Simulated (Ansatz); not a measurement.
Take a crystal in which Si has been replaced by Sn on all its sites, with the cell rescaled by a rough guess (in some cases also distorted within its space group) and nothing relaxed:

```yaml
crystal:
  lattice:
    - [-2.69432, 2.69432, 1.53325]
    - [2.69432, -2.69432, 1.53325]
    - [2.69432, 2.69432, -1.53325]
  atoms:
    - { symbol: Sn, position: [0.25000, 0.75000, 0.50000] }
    - { symbol: Sn, position: [0.50000, 0.50000, 0.00000] }
```

All numbers below come from Ansatz, DFT PBE, scalar-relativistic, plane waves, PAW.

Settings: cutoff 420 eV, Γ-centred mesh 16×16×16 on the computed 2-atom cell, Gaussian smearing of 0.10 eV; no spin polarisation.

Question: What pressure does the cell carry?

Answer: The pressure is 21.3 GPa (positive in compression), so the cell would expand.

Question: Is it a metal on this mesh?

Answer: Yes, a band crosses the Fermi level.